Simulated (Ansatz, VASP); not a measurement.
## One calculation of Ge, two programs

Contents of INCAR:

```
PREC = Accurate
ENCUT = 520
EDIFF = 1E-6
ISMEAR = -1
SIGMA = 0.1
LREAL = F
LASPH = T
NELM = 60
ALGO = Normal
ISIF = 2
LWAVE = F
LCHARG = F
GGA = RE
NBANDS = 21
```

File KPOINTS:

```
regular mesh
0
Gamma
  13 13 8
```

File POSCAR:

```
Ge
1.0
    2.9568700087      0.0000000000      0.0000000000
   -1.4784350044      2.5607245433      0.0000000000
    0.0000000000      0.0000000000      4.5804234621
Ge
2
Direct
    0.3333333333      0.6666666667      0.2500000000
    0.6666666667      0.3333333333      0.7500000000
```

Input for Ansatz:

```yaml
crystal:
  lattice:
    - [2.9568700087, 0.0, 0.0]
    - [-1.4784350044, 2.5607245433, 0.0]
    - [0.0, 0.0, 4.5804234621]
  atoms:
    - { symbol: Ge, position: [0.3333333333, 0.6666666667, 0.25] }
    - { symbol: Ge, position: [0.6666666667, 0.3333333333, 0.75] }
hamiltonian:
  xc: revpbe
  pseudopotentials:
    kind: paw
    azcp:
      Ge: "pseudopotentials/Ge.paw.azcp"
basis:
  ecutwfc: 420
  fft_grid_basis: typed
kpoints:
  mp_grid: { grid: [13, 13, 8], shift: [0, 0, 0] }
magnetization:
  spin_polarized: false
scf:
  occupations: { method: fermi_dirac, width: 0.1 }
  lower_state_search: "off"
output:
  stress: true
```

Alike in both runs: task single point; functional revPBE; k mesh 13 × 13 × 8; occupations fermi-dirac, width 0.1 eV; no spin polarisation.

```csv
,VASP,Ansatz
version,VASP 6.6.1,Ansatz 0.2.0
potentials or method,"VASP PAW PBE potentials, release 64 (Ge_d)","plane waves (420 eV) with PAW, scalar-relativistic"
plane-wave cutoff (eV),520,420
valence electrons in the cell,28,28
```

|  | VASP | Ansatz | Ansatz less VASP |
| --- | --- | --- | --- |
| pressure (GPa) | 9.9 | 10.0 | +0.13 |
| largest component of the traceless stress (GPa) | 0.88 | 0.87 | -0.005 |

Caveats: the PAW data sets were made with another functional, which shifts forces and pressure a little (VASP).
